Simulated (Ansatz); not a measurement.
## TaSi2: before and after

These are results of DFT PBE, scalar-relativistic, plane waves, PAW in Ansatz 0.2.0, not measurements. Settings: cutoff 420 eV, Γ-centred meshes no coarser than 0.19 Å⁻¹ for metals and 0.3 Å⁻¹ for insulators (2π included), Gaussian smearing.

The start was the cubic Laves (C15) type (Fd-3m, No. 227), relaxed within its symmetry. A cell of 6 atoms (1 times the primitive one) was then disturbed at random, relaxed without symmetry and relaxed once more on a fine mesh. For metals, differences of a few meV/atom aren't resolved. Spin–orbit coupling is left out.

Before:

Space group Fd-3m:1 (No. 227). a = 6.948 Å, b = 6.948 Å, c = 6.948 Å, α = 90.00°, β = 90.00°, γ = 90.00°
| atom | site | symmetry | x | y | z |
| --- | --- | --- | --- | --- | --- |
| Ta | 8b | -43m | 0.0000 | 0.0000 | 0.5000 |
| Si | 16c | .-3m | 0.1250 | 0.1250 | 0.1250 |

After:

```cif
data_structure
_symmetry_space_group_name_H-M 'Fddd:1'
_symmetry_Int_Tables_number 70
_cell_length_a 4.7997
_cell_length_b 8.5320
_cell_length_c 8.6612
_cell_angle_alpha 90.000
_cell_angle_beta 90.000
_cell_angle_gamma 90.000
_cell_volume 354.69
loop_
_atom_site_label
_atom_site_type_symbol
_atom_site_symmetry_multiplicity
_atom_site_Wyckoff_symbol
_atom_site_fract_x
_atom_site_fract_y
_atom_site_fract_z
_atom_site_occupancy
Ta1 Ta 8 a 0.25000 0.75000 0.75000 1
Si1 Si 16 f 0.75000 0.90080 0.75000 1
```

**Question.** Is this a distortion of the same structure or a reconstruction, and what lowers the energy?

**Answer.** A reconstruction, from Fd-3m (No. 227) to Fddd (No. 70). Each Si has on average 5 Ta contacts in place of 6, shorter on average (2.88 → 2.73 Å); each Si has on average 5 Si contacts in place of 6, longer on average (2.46 → 2.70 Å).

**Question.** What does it gain?

**Answer.** 567 meV/atom, with the volume going from 13.97 to 14.78 Å³/atom. Against the elements the energy goes from 0.12 to -0.45 eV/atom.

Cost: 4 runs of about 11 core-minutes in all, on Intel Xeon 6975P-C (Granite Rapids) (shared hosts).